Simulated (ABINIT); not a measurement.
# Au (Fm-3m) in ABINIT: settings compared

One crystal, Au, is run at these levels: r2SCAN, revPBE+D3(BJ), LDA-VWN; tasks: band structure, equation of state.

All numbers are computed with ABINIT 10.8.3 (patched build); they aren't measurements. Logs are shortened: lines on timing, memory, paths and dates and some standing lists are left out, and cuts for length are marked. The log counts tension as positive stress, the text compression.

**Experimental background.**

“Exploring toroidal anvil profiles for larger sample volumes above 4 Mbar”, 2024, pmc:11102561 quotes, for a bulk crystal of Au: bulk modulus 167 GPa.

The runs below are set against these values where they give the same quantity.

### Step 1. Starting point

It takes space group Fm-3m (No. 225, cubic). The conventional cell has a = 4.070 Å, b = 4.070 Å, c = 4.070 Å, α = 90.00°, β = 90.00°, γ = 90.00°. Around Au (site symmetry m-3m) lie 12 Au at 2.88 Å.

### Step 2. Band structure, r2SCAN

Input file run.abi:

```
ndtset 2

pp_dirpath "./"
pseudos "Au.LDA_PW-JTH.xml"

acell 5.4384893002 5.4384893002 5.4384893002
rprim
     0.0000000000     0.7071067812     0.7071067812
     0.7071067812     0.0000000000     0.7071067812
     0.7071067812     0.7071067812     0.0000000000
ntypat 1
znucl 79
natom 1
typat 1
xred
     0.0000000000     0.0000000000     0.0000000000

ecut 816.341587 eV
pawecutdg 52.0

ixc -497498
usekden 1
pawxcdev 0

occopt 3
tsmear 0.05 eV

nstep 100

iomode 3
prtwf 0
prteig 0
prtebands 0
enunit 1
prtden1 1
prtkden1 1
prtvha1 1
prtvclmb1 1
prtpot1 1

kptopt1 1
ngkpt1 11 11 11
nshiftk1 1
shiftk1 0.0 0.0 0.0
nband1 10
tolvrs1 1.0e-7

iscf2 -2
getden2 1
getkden2 1
nband2 14
nbdbuf2 2
tolwfr2 1.0e-12
kptopt2 -9
ndivsm2 8
prteig2 1
prtvol2 -3
kptbounds2
     0.0000000000     0.0000000000     0.0000000000
     0.5000000000     0.0000000000     0.5000000000
     0.5000000000     0.2500000000     0.7500000000
     0.3750000000     0.3750000000     0.7500000000
     0.0000000000     0.0000000000     0.0000000000
     0.5000000000     0.5000000000     0.5000000000
     0.6250000000     0.2500000000     0.6250000000
     0.5000000000     0.2500000000     0.7500000000
     0.5000000000     0.5000000000     0.5000000000
     0.3750000000     0.3750000000     0.7500000000
```

Potentials or basis: JTH PAW LDA v2.0.

On the command line:

```sh
$ abinit run.abi > log 2>&1
```

run.abo:

```text
.Version 10.8.3 of ABINIT
 DATASET    1 : space group Fm -3 m (#225); Bravais cF (face-center cubic)
================================================================================
 Values of the parameters that define the memory need for DATASET  1.
     intxc =       0    ionmov =       0      iscf =      17    lmnmax =      18
     lnmax =       6     mgfft =      30  mpssoang =       3    mqgrid =    3001
     natom =       1  nloc_mem =       2    nspden =       1   nspinor =       1
    nsppol =       1      nsym =      48    n1xccc =       1    ntypat =       1
    occopt =       3   xclevel =       2
       mpw =         911          nfft =       27000          nkpt =          56
 PAW method is used; the additional fine FFT grid is defined by:
   mgfftf=        36    nfftf =     46656
================================================================================
================================================================================

 DATASET    2 : space group Fm -3 m (#225); Bravais cF (face-center cubic)
================================================================================
 Values of the parameters that define the memory need for DATASET  2.
     intxc =       0    ionmov =       0      iscf =      -2    lmnmax =      18
     lnmax =       6     mgfft =      30  mpssoang =       3    mqgrid =    3001
     natom =       1  nloc_mem =       2    nspden =       1   nspinor =       1
    nsppol =       1      nsym =      48    n1xccc =       1    ntypat =       1
    occopt =       3   xclevel =       2
       mpw =         914          nfft =       27000          nkpt =         139
 PAW method is used; the additional fine FFT grid is defined by:
   mgfftf=        36    nfftf =     46656
================================================================================
================================================================================

--------------------------------------------------------------------------------
------------- Echo of variables that govern the present computation ------------
--------------------------------------------------------------------------------
 -outvars: echo values of preprocessed input variables --------
            acell      5.4384893002E+00  5.4384893002E+00  5.4384893002E+00 Bohr
              amu      1.96966540E+02
             ecut      3.00000000E+01 Hartree
           enunit           1
           getden1          0
           getden2          1
          getkden1          0
          getkden2          1
             iscf1         17
             iscf2         -2
              ixc     -497498
           jdtset        1    2
           kptopt1          1
[... 1154 lines left out ...]
- [  3.8455927,   3.8455927,   0.0000000, ]
lattice_lengths: [   5.43849,    5.43849,    5.43849, ]
lattice_angles: [ 60.000,  60.000,  60.000, ] # degrees, (23, 13, 12)
lattice_volume:   1.1374173E+02
convergence: {deltae:  0.000E+00, res2:  0.000E+00, residm:  9.989E-13, diffor:  0.000E+00, }
etotal    :   1.53373127E+01
entropy   :   0.00000000E+00
fermie    :   3.00271353E-01
cartesian_stress_tensor: null
pressure_GPa: null
xred      :
- [  0.0000E+00,   0.0000E+00,   0.0000E+00, Au]
cartesian_forces: null
force_length_stats: {min: null, max: null, mean: null, }
...

 Integrated electronic density in atomic spheres:
 ------------------------------------------------
 Atom  Sphere_radius  Integrated_density
    1        2.50870          9.53967482

================================================================================

 ----iterations are completed or convergence reached----

 Mean square residual over all n,k,spin=   65.012E-14; max=  99.891E-14
 reduced coordinates (array xred) for    1 atoms
       0.000000000000      0.000000000000      0.000000000000

 cartesian coordinates (angstrom) at end:
    1      0.00000000000000     0.00000000000000     0.00000000000000
 length scales=  5.438489300200  5.438489300200  5.438489300200 bohr
              =  2.877924597453  2.877924597453  2.877924597453 angstroms
 Eigenvalues (   eV  ) for nkpt= 139  k points:
 kpt#   1, nband= 14, wtk=  1.00000, kpt=  0.0000  0.0000  0.0000 (reduced coord)
  -2.13842    3.06801    3.06801    3.06801    4.63363    4.63363   23.78447   27.90070
  27.90070   27.90070   32.84208   37.11621   37.11621   37.11621
 kpt#   2, nband= 14, wtk=  1.00000, kpt=  0.0217  0.0000  0.0217 (reduced coord)
  -2.11521    3.05591    3.07851    3.07851    4.62071    4.63881   23.81161   27.80303
  27.88233   27.88233   33.00696   36.85769   36.85769   37.13555
 kpt#   3, nband= 14, wtk=  1.00000, kpt=  0.0435  0.0000  0.0435 (reduced coord)
  -2.04582    3.01997    3.10993    3.10993    4.58242    4.65429   23.89231   27.54653
  27.82342   27.82342   33.46073   36.32213   36.32213   37.19452
 kpt#   4, nband= 14, wtk=  1.00000, kpt=  0.0652  0.0000  0.0652 (reduced coord)
  -1.93093    2.96132    3.16214    3.16214    4.52023    4.67985   24.02447   27.20427
  27.71310   27.71310   34.10833   35.75511   35.75805   37.31169
 kpt#   5, nband= 14, wtk=  1.00000, kpt=  0.0870  0.0000  0.0870 (reduced coord)
  -1.77176    2.88174    3.23484    3.23484    4.43659    4.71511   24.20467   26.83753
  27.53547   27.53547   34.74831   35.25577   35.25609   36.34146
 kpt#   6, nband= 14, wtk=  1.00000, kpt=  0.1087  0.0000  0.1087 (reduced coord)
  -1.57021    2.78355    3.32765    3.32765    4.33513    4.75955   24.42824   26.48452
[... 386 lines left out ...]
   1.44087    2.37876    3.45334    4.28904    5.71496   11.28628   12.12723   18.34596
  23.10643   25.86585   35.26701   35.66958   36.21287   42.53574
 kpt# 136, nband= 14, wtk=  1.00000, kpt=  0.4018  0.4018  0.6964 (reduced coord)
   1.42343    2.28643    3.51217    4.48755    5.70408   11.44545   12.61746   17.42805
  22.64353   26.11743   35.17371   35.86866   35.99035   42.90170
 kpt# 137, nband= 14, wtk=  1.00000, kpt=  0.3929  0.3929  0.7143 (reduced coord)
   1.37341    2.16697    3.64991    4.67099    5.70790   11.64251   13.03362   16.61576
  22.20015   26.33235   34.61095   36.05072   36.31261   43.05822
 kpt# 138, nband= 14, wtk=  1.00000, kpt=  0.3839  0.3839  0.7321 (reduced coord)
   1.30944    2.03690    3.82286    4.82641    5.73319   11.89655   13.22646   16.05615
  21.78776   26.50601   33.97848   36.21648   36.76675   43.04765
 kpt# 139, nband= 14, wtk=  1.00000, kpt=  0.3750  0.3750  0.7500 (reduced coord)
   1.24381    1.90965    3.99726    4.94248    5.78435   12.19966   13.02133   15.94659
  21.41786   26.63751   33.34860   36.36876   37.25529   43.20560

== END DATASET(S) ==============================================================
================================================================================

 -outvars: echo values of variables after computation  --------
            acell      5.4384893002E+00  5.4384893002E+00  5.4384893002E+00 Bohr
           etotal1     1.5337312691E+01
            fcart1    -0.0000000000E+00 -0.0000000000E+00 -0.0000000000E+00
            rprim      0.0000000000E+00  7.0710678120E-01  7.0710678120E-01
                       7.0710678120E-01  0.0000000000E+00  7.0710678120E-01
                       7.0710678120E-01  7.0710678120E-01  0.0000000000E+00
           strten1    -2.2997259540E-04 -2.2997259540E-04 -2.2997259540E-04
                       0.0000000000E+00  0.0000000000E+00  0.0000000000E+00
 Calculation completed.
```

It took 5.5 min on 1 thread of Arm Neoverse V2, shared host; peak memory 0.13 GiB.

What came out:

```
Free energy                                           : 417.3495 eV
Pressure                                              : 6.8 GPa
Band gap on the k mesh                                : none (metal or under the smearing width)
Valence electrons inside the program's atomic spheres : Au 9.54 (radii [1.3275] Å)
```

Levels at the corners of the path, in eV from the Fermi level:
| point | band 1 | band 2 | band 3 | band 4 | band 5 | band 6 | band 7 | band 8 | band 9 | band 10 |
| --- | --- | --- | --- | --- | --- | --- | --- | --- | --- | --- |
| Γ | -10.31 | -5.10 | -5.10 | -5.10 | -3.54 | -3.54 | 15.61 | 19.73 | 19.73 | 19.73 |
| X | -7.54 | -7.26 | -2.33 | -1.92 | -1.92 | 1.07 | 6.00 | 10.56 | 10.56 | 18.06 |
| W | -6.39 | -5.57 | -5.57 | -3.68 | -1.92 | 4.93 | 6.58 | 6.58 | 9.89 | 24.05 |
| K | -6.93 | -6.26 | -4.17 | -3.23 | -2.39 | 4.03 | 4.85 | 7.78 | 13.25 | 18.47 |
| Γ | -10.31 | -5.10 | -5.10 | -5.10 | -3.54 | -3.54 | 15.61 | 19.73 | 19.73 | 19.73 |
| L | -7.80 | -5.15 | -5.15 | -2.27 | -2.27 | -0.95 | 3.14 | 15.03 | 18.16 | 18.16 |
| U | -6.93 | -6.26 | -4.17 | -3.23 | -2.39 | 4.03 | 4.85 | 7.78 | 13.25 | 18.47 |
| W | -6.39 | -5.57 | -5.57 | -3.68 | -1.92 | 4.93 | 6.58 | 6.58 | 9.89 | 24.05 |
| L | -7.80 | -5.15 | -5.15 | -2.27 | -2.27 | -0.95 | 3.14 | 15.03 | 18.16 | 18.16 |
| K | -6.93 | -6.26 | -4.17 | -3.23 | -2.39 | 4.03 | 4.85 | 7.78 | 13.25 | 18.47 |

Caveat: totals of a meta-GGA on PAW files have another zero than those of a GGA; the PAW data sets were made with another functional, which shifts forces and pressure a little; spin-orbit coupling is left out, which moves the levels of the heavy elements.

### Step 3. Equation of state, revPBE+D3(BJ)

Input file run.abi:

```
# Datasets: one volume each
ndtset 7
getwfk -1
scalecart1 3*0.9795861087
scalecart2 3*0.9864848297
scalecart3 3*0.9932883884
scalecart4 3*1.0000000000
scalecart5 3*1.0066227096
scalecart6 3*1.0131594038
scalecart7 3*1.0196128224

# Pseudopotentials
pp_dirpath "./"
pseudos "Au.GGA_PBE-JTH.xml"

# Structure
acell 3*1.0 Angstrom
rprim
     0.0000000000     2.0350000000     2.0350000000
     2.0350000000     0.0000000000     2.0350000000
     2.0350000000     2.0350000000     0.0000000000
ntypat 1
znucl 79
natom 1
typat 1
xred
     0.0000000000     0.0000000000     0.0000000000

# Plane-wave basis
ecut 25.0
pawecutdg 47.0

# k points
kptopt 1
ngkpt 11 11 11
nshiftk 1
shiftk 0.0 0.0 0.0

# Exchange and correlation
ixc 14
vdw_xc 7

# Bands and occupations
nband 10
occopt 3
tsmear 0.05 eV

# SCF cycle
nstep 100
tolvrs 1.0e-9

# Output
iomode 3
prtwf 1
prtden 0
prteig 0
prtebands 0
```

Potentials or basis: JTH PAW PBE v2.0.

On the command line:

```sh
$ abinit run.abi > log 2>&1
```

Wall time 88 s (1 thread of Arm Neoverse V2, shared host); peak memory 0.15 GiB.

The run converged. Its results:

```
Equilibrium volume                      : 16.97 Å³/atom
Bulk modulus                            : 172 GPa
Pressure derivative of the bulk modulus : 6.0
```

Energy against volume, from the lowest point:
```csv
volume (Å³/atom),energy (meV/atom)
15.843,46.96
16.181,21.76
16.518,6.53
16.855,0.00
17.192,1.04
17.529,8.66
17.866,22.02
```

Caveat: pressures at fixed basis lie under the slope of the energies; the PAW data sets were made with another functional, which shifts forces and pressure a little. The run has no spin-orbit coupling, so splittings on Au are missing.

### Step 4. Band structure, LDA-VWN

Input file run.abi:

```
# Datasets: ground state, then fixed potential
ndtset 2

# Pseudopotentials
pp_dirpath "./"
pseudos "Au.upf"

# Structure
acell 3*1.0
rprim
     0.0000000000     3.8455926636     3.8455926636
     3.8455926636     0.0000000000     3.8455926636
     3.8455926636     3.8455926636     0.0000000000
ntypat 1
znucl 79
natom 1
typat 1
xred
     0.0000000000     0.0000000000     0.0000000000

# Plane-wave basis
ecut 32.0

# Exchange and correlation
ixc -1007

# Bands and occupations
occopt 3
tsmear 0.05 eV

# SCF cycle
nstep 100

# Output
iomode 3
prtwf 0
prteig 0
prtebands 0
prtden1 1

# Dataset 1
kptopt1 1
ngkpt1 11 11 11
nshiftk1 1
shiftk1 0.0 0.0 0.0
nband1 14
tolvrs1 1.0e-10

# Dataset 2: bands along G-X-W-K-G-L-U-W-L-K
iscf2 -2
getden2 1
nband2 18
nbdbuf2 2
tolwfr2 1.0e-12
kptopt2 -9
ndivsm2 6
prteig2 1
prtvol2 -3
kptbounds2
     0.0000000000     0.0000000000     0.0000000000
     0.5000000000     0.0000000000     0.5000000000
     0.5000000000     0.2500000000     0.7500000000
     0.3750000000     0.3750000000     0.7500000000
     0.0000000000     0.0000000000     0.0000000000
     0.5000000000     0.5000000000     0.5000000000
     0.6250000000     0.2500000000     0.6250000000
     0.5000000000     0.2500000000     0.7500000000
     0.5000000000     0.5000000000     0.5000000000
     0.3750000000     0.3750000000     0.7500000000
```

Potentials or basis: PseudoDojo NC SR LDA v0.4.1 standard.

On the command line:

```sh
$ abinit run.abi > log 2>&1
```

Run time: 36 s. Hardware: 1 thread of Arm Neoverse V2, shared host; peak memory 0.11 GiB.

The run converged. Its results:

```
Free energy                                           : -4015.4297 eV
Band gap on the k mesh                                : none (metal or under the smearing width)
Valence electrons inside the program's atomic spheres : Au 15.56 (radii [1.0584] Å)
```

Levels at the corners of the path, in eV from the Fermi level:
| point | band 5 | band 6 | band 7 | band 8 | band 9 | band 10 | band 11 | band 12 | band 13 | band 14 |
| --- | --- | --- | --- | --- | --- | --- | --- | --- | --- | --- |
| Γ | -10.07 | -4.74 | -4.74 | -4.74 | -3.17 | -3.17 | 14.48 | 18.47 | 18.47 | 18.47 |
| X | -7.18 | -6.85 | -1.98 | -1.61 | -1.61 | 0.91 | 5.76 | 9.95 | 9.95 | 17.32 |
| W | -6.05 | -5.23 | -5.23 | -3.34 | -1.61 | 4.65 | 6.29 | 6.29 | 9.50 | 22.60 |
| K | -6.55 | -5.92 | -3.88 | -2.88 | -2.08 | 3.77 | 4.66 | 7.48 | 12.59 | 17.65 |
| Γ | -10.07 | -4.74 | -4.74 | -4.74 | -3.17 | -3.17 | 14.48 | 18.47 | 18.47 | 18.47 |
| L | -7.45 | -4.78 | -4.78 | -1.94 | -1.94 | -1.07 | 3.07 | 13.94 | 17.09 | 17.09 |
| U | -6.55 | -5.92 | -3.88 | -2.88 | -2.08 | 3.77 | 4.66 | 7.48 | 12.59 | 17.65 |
| W | -6.05 | -5.23 | -5.23 | -3.34 | -1.61 | 4.65 | 6.29 | 6.29 | 9.50 | 22.60 |
| L | -7.45 | -4.78 | -4.78 | -1.94 | -1.94 | -1.07 | 3.07 | 13.94 | 17.09 | 17.09 |
| K | -6.55 | -5.92 | -3.88 | -2.88 | -2.08 | 3.77 | 4.66 | 7.48 | 12.59 | 17.65 |

Caveat: the cutoff is too short for stress, so the log's stress isn't used; spin-orbit coupling is left out, which moves the levels of the heavy elements.

(Part 1 of 2 ends here.)
